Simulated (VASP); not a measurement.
# SnSe (scan) in VASP: further runs

Runs on SnSe (scan). Level: r2SCAN. Tasks: single point.

All numbers are computed with VASP 6.6.1; they aren't measurements. Logs are shortened: lines on timing, memory, paths and dates and some standing lists are left out, and cuts for length are marked.

## (1) The slab as given

The cell holds a slab with vacuum, 4 atoms: a = 4.285 Å, b = 4.285 Å, c = 10.989 Å, α = 90.00°, β = 90.00°, γ = 90.00°.

## (2) Single point, r2SCAN

Input file POSCAR:

```
SnSe
1.0
    4.2852996762      0.0000000000      0.0000000000
    0.0000000000      4.2852996762      0.0000000000
    0.0000000000      0.0000000000     10.9893129301
Sn Se
2 2
Direct
    0.5000000000      0.0000000000      0.3715680182
    0.0000000000      0.5000000000      0.6284319818
    0.5000000000      0.0000000000      0.6152202264
    0.0000000000      0.5000000000      0.3847797736
```

Input file INCAR.step1:

```
SYSTEM = SnSe
PREC = Accurate
ENCUT = 520
ISMEAR = 0
SIGMA = 0.02
LREAL = .False.
LASPH = .True.
NELM = 100
NBANDS = 28
GGA = PE
ALGO = Normal
EDIFF = 1E-4
LWAVE = .True.
LCHARG = .False.
```

Input file INCAR.step2:

```
SYSTEM = SnSe
PREC = Accurate
ENCUT = 520
EDIFF = 1E-6
ISMEAR = 0
SIGMA = 0.02
LREAL = .False.
LASPH = .True.
NELM = 100
ALGO = Normal
ISIF = 2
LWAVE = .False.
LCHARG = .False.
METAGGA = R2SCAN
LMIXTAU = .True.
NBANDS = 28
ISTART = 1
```

Input file KPOINTS:

```
Automatic mesh
0
Gamma
  6 6 4
  0 0 0
```

Potentials or basis: VASP PAW PBE potentials, release 64 (Sn_d, Se).

On the command line:

```bash
> cat potpaw_PBE.64/Sn_d/POTCAR potpaw_PBE.64/Se/POTCAR > POTCAR
> cp INCAR.step1 INCAR
> mpirun -np 1 vasp_std > vasp.out
> cp INCAR.step2 INCAR
> mpirun -np 1 vasp_std > vasp.out
```

OUTCAR:

```text
SYSTEM = SnSe
   PREC = Accurate
   ENCUT = 520
   EDIFF = 1E-6
   ISMEAR = 0
   LREAL = .False.
   LASPH = .True.
   NELM = 100
   ISIF = 2
   METAGGA = R2SCAN
   ISTART = 1

 ion  position               nearest neighbor table
   1  0.500  0.000  0.372-   3 2.68   4 3.03   4 3.03   4 3.03   4 3.03
   2  0.000  0.500  0.628-   4 2.68   3 3.03   3 3.03   3 3.03   3 3.03
   3  0.500  0.000  0.615-   1 2.68   2 3.03   2 3.03   2 3.03   2 3.03
   4  0.000  0.500  0.385-   2 2.68   1 3.03   1 3.03   1 3.03   1 3.03

  LATTYP: Found a simple tetragonal cell.
 ALAT       =     4.2852996762
 C/A-ratio  =     2.5644211048

  Lattice vectors:

 A1 = (   4.2852996762,   0.0000000000,   0.0000000000)
 A2 = (   0.0000000000,   4.2852996762,   0.0000000000)
 A3 = (   0.0000000000,   0.0000000000,  10.9893129301)

Analysis of symmetry for initial positions (statically):
=====================================================================
 Subroutine PRICEL returns:
 Original cell was already a primitive cell.

 Routine SETGRP: Setting up the symmetry group for a
 simple tetragonal supercell.

 Subroutine GETGRP returns: Found 16 space group operations
 (whereof  8 operations were pure point group operations)
 out of a pool of 16 trial point group operations.

The static configuration has the point symmetry D_2d.
 The point group associated with its full space group is D_4h.

Analysis of symmetry for dynamics (positions and initial velocities):
=====================================================================
 Subroutine PRICEL returns:
 Original cell was already a primitive cell.

 Routine SETGRP: Setting up the symmetry group for a
 simple tetragonal supercell.

 Subroutine GETGRP returns: Found 16 space group operations
 (whereof  8 operations were pure point group operations)
 out of a pool of 16 trial point group operations.

The dynamic configuration has the point symmetry D_2d.
 The point group associated with its full space group is D_4h.

 Subroutine INISYM returns: Found 16 space group operations
 (whereof  8 operations are pure point group operations),
 and found     1 'primitive' translations

----------------------------------------------------------------------------------------

                                     Primitive cell

  volume of cell :     201.8055

  direct lattice vectors                    reciprocal lattice vectors
     4.285299676  0.000000000  0.000000000     0.233355909  0.000000000  0.000000000
     0.000000000  4.285299676  0.000000000     0.000000000  0.233355909  0.000000000
     0.000000000  0.000000000 10.989312930     0.000000000  0.000000000  0.090997500

  length of vectors
     4.285299676  4.285299676 10.989312930     0.233355909  0.233355909  0.090997500

  position of ions in fractional coordinates (direct lattice)
     0.500000000  0.000000000  0.371568018
     0.000000000  0.500000000  0.628431982
     0.500000000  0.000000000  0.615220226
     0.000000000  0.500000000  0.384779774

  ion indices of the primitive-cell ions
   primitive index   ion index
                 1           1
                 2           2
                 3           3
                 4           4

----------------------------------------------------------------------------------------

 KPOINTS: Automatic mesh

Automatic generation of k-mesh.
 Grid dimensions read from file:
 generate k-points for:    6    6    4

 Generating k-lattice:

  Cartesian coordinates                     Fractional coordinates (reciprocal lattice)
     0.038892651  0.000000000  0.000000000     0.166666667  0.000000000  0.000000000
     0.000000000  0.038892651  0.000000000     0.000000000  0.166666667  0.000000000
     0.000000000  0.000000000  0.022749375     0.000000000  0.000000000  0.250000000

  Length of vectors
     0.038892651  0.038892651  0.022749375

  Shift w.r.t. Gamma in fractional coordinates (k-lattice)
     0.000000000  0.000000000  0.000000000

 Subroutine IBZKPT returns following result:
 ===========================================

 Found     30 irreducible k-points:

 Following reciprocal coordinates:
            Coordinates               Weight
  0.000000  0.000000  0.000000      1.000000
  0.166667  0.000000  0.000000      4.000000
  0.333333  0.000000  0.000000      4.000000
  0.500000  0.000000  0.000000      2.000000
  0.166667  0.166667  0.000000      4.000000
  0.333333  0.166667  0.000000      8.000000
[... 16 lines left out ...]
  0.333333  0.000000  0.500000      4.000000
  0.500000  0.000000  0.500000      2.000000
 [... further k-points ...]
   k-points           NKPTS =     30   k-points in BZ     NKDIM =     30   number of bands    NBANDS=     28
   number of dos      NEDOS =    301   number of ions     NIONS =      4
   total plane-waves  NPLWV =  86016
   dimension x,y,z NGX =    32 NGY =   32 NGZ =   84
   dimension x,y,z NGXF=    64 NGYF=   64 NGZF=  168
   ions per type =               2   2
   NGX,Y,Z   is equivalent  to a cutoff of  12.41, 12.41, 12.71 a.u.
   NGXF,Y,Z  is equivalent  to a cutoff of  24.83, 24.83, 25.41 a.u.
 SYSTEM =  SnSe
   PREC   = accura    normal or accurate (medium, high low for compatibility)
   ISTART =      1    job   : 0-new  1-cont  2-samecut
   ICHARG =      0    charge: 1-file 2-atom 10-const
   ISPIN  =      1    spin polarized calculation?
   LNONCOLLINEAR =      F non collinear calculations
   LSORBIT =      F    spin-orbit coupling
   LASPH  =      T    aspherical Exc in radial PAW
   ENCUT  =  520.0 eV  38.22 Ry    6.18 a.u.   7.97  7.97 20.43*2*pi/ulx,y,z
   NELM   =    100;   NELMIN=  2; NELMDL=  0     # of ELM steps
   EDIFF  = 0.1E-05   stopping-criterion for ELM
   LREAL  =      F    real-space projection
   EDIFFG = 0.1E-04   stopping-criterion for IOM
   NSW    =      0    number of steps for IOM
   IBRION =     -1    ionic relax: 0-MD 1-quasi-New 2-CG
   NFREE  =      0    steps in history (QN), initial steepest desc. (CG)
   ISIF   =      2    stress and relaxation
   ISYM   =      2    0-nonsym 1-usesym 2-fastsym
   POTIM  = 0.5000    time-step for ionic-motion
   TEBEG  =    0.0;   TEEND  =   0.0 temperature during run
   PSTRESS=    0.0 pullay stress
   NELECT =      40.0000    total number of electrons
   NUPDOWN=      -1.0000    fix difference up-down
   EMIN   =  10.00;   EMAX   =-10.00  energy-range for DOS
   EFERMI =   0.00;   METHOD = LEGACY
   ISMEAR =     0;   SIGMA  =   0.02  broadening in eV -4-tet -1-fermi 0-gaus
   EFERMI_NEDOS =   21; number of points for ismear=-14 and -15
   IALGO  =     38    algorithm
   IMIX   =      4    mixing-type and parameters
     AMIX     =   0.40;   BMIX     =  1.00
     AMIX_MAG =   1.60;   BMIX_MAG =  1.00
  volume/ion in A,a.u.               =      50.45       340.46
  Fermi-wavevector in a.u.,A,eV,Ry     =   0.954517  1.803776 12.396315  0.911103
  Thomas-Fermi vector in A             =   2.083271
   LORBIT       =      0    0 simple, 1 ext, 2 COOP (PROOUT), +10 PAW based schemes
   METAGGA = R2SCAN    functional components
   LHFCALC =     F    Hartree Fock is set to
   AEXX    =    0.0000 exact exchange contribution
   IVDW    =     0    specifies the selected vdW correction
   LEPSILON=     F    determine dielectric tensor
   LRPA    =     F    only Hartree local field effects (RPA)
 non-spin polarized calculation
 Gauss-broadening in eV      SIGMA  =   0.02
  energy-cutoff  :      520.00
  volume of cell :      201.81
 maximum number of plane-waves:      5480
 NGX is ok and might be reduce to    32
   NGX = 15   NGY = 15   NGZ = 41

 number of electron      40.0000020 magnetization

 Free energy of the ion-electron system (eV)
  ---------------------------------------------------
  ext. energy  EPLUGINS =         0.00000000
  ---------------------------------------------------
  free energy    TOTEN  =       -79.57225254 eV

  energy without entropy =      -79.57225254  energy(sigma->0) =      -79.57225254

 E-fermi :   0.6091     XC(G=0):  -6.2092

 val. band max:        0.4527378591   @ k =   0.3333   0.0000   0.5000
 cond. band min:       2.2142095665   @ k =   0.0000   0.0000   0.5000
 fundamental gap:      1.7614717074
 Fermi energy:         0.6090688375

 k-point     1 :       0.0000    0.0000    0.0000
  band No.  band energies     occupation
      1     -21.3172      2.00000
      2     -21.3126      2.00000
      3     -21.3119      2.00000
      4     -21.3058      2.00000
      5     -21.2899      2.00000
      6     -21.2583      2.00000
[... 20 lines left out ...]
     27       6.6327      0.00000
     28       6.6327      0.00000

 k-point     2 :       0.1667    0.0000    0.0000
  band No.  band energies     occupation
      1     -21.3146      2.00000
      2     -21.3143      2.00000
      3     -21.3100      2.00000
      4     -21.3084      2.00000
      5     -21.2860      2.00000
      6     -21.2587      2.00000
[... 20 lines left out ...]
     27       6.2158      0.00000
     28       6.2605      0.00000

 k-point     3 :       0.3333    0.0000    0.0000
  band No.  band energies     occupation
      1     -21.3173      2.00000
      2     -21.3140      2.00000
      3     -21.3096      2.00000
      4     -21.3068      2.00000
      5     -21.2765      2.00000
      6     -21.2609      2.00000
[... 20 lines left out ...]
     27       5.8896      0.00000
     28       7.5077      0.00000

 k-point     4 :       0.5000    0.0000    0.0000
  band No.  band energies     occupation
      1     -21.3178      2.00000
      2     -21.3178      2.00000
      3     -21.3063      2.00000
      4     -21.3063      2.00000
      5     -21.2668      2.00000
      6     -21.2668      2.00000
[... 578 lines left out ...]
     27       5.9805      0.00000
     28       6.2654      0.00000

 k-point    23 :       0.3333    0.0000    0.5000
  band No.  band energies     occupation
      1     -21.3173      2.00000
      2     -21.3140      2.00000
      3     -21.3096      2.00000
      4     -21.3068      2.00000
      5     -21.2764      2.00000
      6     -21.2609      2.00000
[... 20 lines left out ...]
     27       6.5170      0.00000
     28       7.2759      0.00000

 k-point    24 :       0.5000    0.0000    0.5000
  band No.  band energies     occupation
      1     -21.3178      2.00000
      2     -21.3178      2.00000
      3     -21.3063      2.00000
      4     -21.3063      2.00000
      5     -21.2668      2.00000
      6     -21.2668      2.00000
[... 20 lines left out ...]
     27       7.2601      0.00000
     28       7.2601      0.00000

 [... further k-points ...]

------------------------ aborting loop because EDIFF is reached ----------------------------------------

  FORCE on cell =-STRESS in cart. coord.  units (eV):
  Direction    XX          YY          ZZ          XY          YZ          ZX
  --------------------------------------------------------------------------------------
  -------------------------------------------------------------------------------------
  Total        0.0125343      0.0125343      0.0476830      0.0000000      0.0000000      0.0000000
  in kB        0.0995123      0.0995123      0.3785654      0.0000000      0.0000000      0.0000000
  external PRESSURE =       0.1925300 kB  Pullay stress =       0.0000000 kB

 VOLUME and BASIS-vectors are now :
 -----------------------------------------------------------------------------
  energy-cutoff  :      520.00
  volume of cell :      201.81
      direct lattice vectors                 reciprocal lattice vectors
     4.285299676  0.000000000  0.000000000     0.233355909  0.000000000  0.000000000
     0.000000000  4.285299676  0.000000000     0.000000000  0.233355909  0.000000000
     0.000000000  0.000000000 10.989312930     0.000000000  0.000000000  0.090997500

 POSITION                                       TOTAL-FORCE (eV/Angst)
 -----------------------------------------------------------------------------------
      2.14265      0.00000      4.08328        -0.000000      0.000000     -0.018266
      0.00000      2.14265      6.90604         0.000000     -0.000000      0.018266
      2.14265      0.00000      6.76085         0.000000     -0.000000      0.016487
      0.00000      2.14265      4.22847         0.000000      0.000000     -0.016487
 -----------------------------------------------------------------------------------
    total drift:                                0.000000     -0.000000      0.000000

  FREE ENERGIE OF THE ION-ELECTRON SYSTEM (eV)
  ---------------------------------------------------
  free  energy   TOTEN  =       -79.5722525359 eV

  energy  without entropy=      -79.5722525359  energy(sigma->0) =      -79.57225254
```

Run time: 7.2 min. Hardware: 1 thread of Intel Xeon Platinum 8259CL at 2.50GHz (Skylake/Cascade Lake), shared host; peak memory 0.4 GiB.

Results:

- Free energy: -79.5723 eV
- Largest force: 0.018 eV/Å
- Band gap on the k mesh: 1.76 eV, indirect (least direct gap 1.77 eV)

Forces in eV/Å, atoms in the order of the input:
```
Sn   0.000  0.000 -0.018
Sn   0.000  0.000  0.018
Se   0.000  0.000  0.016
Se   0.000  0.000 -0.016
```

Caveat: the PAW data sets were made with another functional, which shifts forces and pressure a little; spin-orbit coupling is left out, which moves the levels of the heavy elements.

## (3) Single point, r2SCAN

Input file POSCAR:

```
SnSe
1.0
    4.2853274200      0.0000000000      0.0000000000
    0.0000000000      4.2853274200      0.0000000000
    0.0000000000      0.0000000000     10.9906921300
Sn Se
2 2
Direct
    0.5000000000      0.0000000000      0.3722291100
    0.0000000000      0.5000000000      0.6277708900
    0.5000000000      0.0000000000      0.6160394900
    0.0000000000      0.5000000000      0.3839605100
```

Input file INCAR.step1:

```
SYSTEM = SnSe
PREC     = Accurate       ! precision mode
ENCUT    = 520            ! plane-wave cutoff, eV
ISMEAR   = 0              ! smearing method
SIGMA    = 0.1            ! smearing width, eV
LREAL    = .FALSE.        ! projectors in reciprocal space
LASPH    = .TRUE.         ! aspherical terms in the spheres
NELM     = 100            ! most SCF steps
NBANDS   = 28             ! bands
GGA      = PE             ! functional
ALGO     = Normal         ! electronic algorithm
EDIFF    = 1E-4           ! SCF threshold, eV
LWAVE    = .TRUE.         ! write WAVECAR
LCHARG   = .FALSE.        ! write CHGCAR
```

Input file INCAR.step2:

```
SYSTEM = SnSe
PREC     = Accurate       ! precision mode
ENCUT    = 520            ! plane-wave cutoff, eV
EDIFF    = 1E-6           ! SCF threshold, eV
ISMEAR   = 0              ! smearing method
SIGMA    = 0.1            ! smearing width, eV
LREAL    = .FALSE.        ! projectors in reciprocal space
LASPH    = .TRUE.         ! aspherical terms in the spheres
NELM     = 100            ! most SCF steps
ALGO     = Normal         ! electronic algorithm
ISIF     = 2              ! what is computed and relaxed
LWAVE    = .FALSE.        ! write WAVECAR
LCHARG   = .FALSE.        ! write CHGCAR
METAGGA  = R2SCAN         ! meta-GGA
LMIXTAU  = .TRUE.       
NBANDS   = 28             ! bands
ISTART   = 1
```

Input file KPOINTS:

```
regular mesh
0
G
  4 4 2
  0 0 0
```

Potentials or basis: VASP PAW PBE potentials, release 64 (Sn_d, Se).

On the command line:

```bash
> cat potpaw_PBE.64/Sn_d/POTCAR potpaw_PBE.64/Se/POTCAR > POTCAR
> cp INCAR.step1 INCAR
> mpirun -np 1 vasp_std > vasp.out
> cp INCAR.step2 INCAR
> mpirun -np 1 vasp_std > vasp.out
```

It took 3.2 min on 1 thread of Intel Xeon Platinum 8259CL at 2.50GHz (Skylake/Cascade Lake), shared host; peak memory 0.33 GiB.

It converged, with:

- Free energy: -79.6020 eV
- Largest force: 0.072 eV/Å
- Band gap on the k mesh: 1.91 eV, indirect (least direct gap 1.97 eV)

Forces in eV/Å, atoms in the order of the input:
```
Sn   0.000  0.000  0.022
Sn   0.000  0.000 -0.022
Se   0.000  0.000 -0.072
Se   0.000  0.000  0.072
```

Levels at points of the mesh, in eV from the valence-band top:
```
           k point  band 17  band 18  band 19  band 20  band 21  band 22  band 23  band 24
(0.00, 0.00, 0.00)    -3.04    -1.68    -1.68    -0.17     2.05     4.33     4.37     4.91
(0.50, 0.00, 0.00)    -1.50    -1.50     0.00     0.00     1.97     1.97     2.45     2.45
(0.50, 0.50, 0.00)    -3.19    -3.19    -1.64    -1.64     4.15     4.15     5.31     5.31
(0.00, 0.00, 0.50)    -3.04    -1.68    -1.68    -0.17     1.91     4.37     4.91     4.91
(0.50, 0.00, 0.50)    -1.50    -1.50     0.00     0.00     1.97     1.97     2.45     2.45
(0.50, 0.50, 0.50)    -3.19    -3.19    -1.64    -1.64     4.12     4.12     5.38     5.38
```

Caveat: the PAW data sets were made with another functional, which shifts forces and pressure a little; spin-orbit coupling is left out, which moves the levels of the heavy elements.
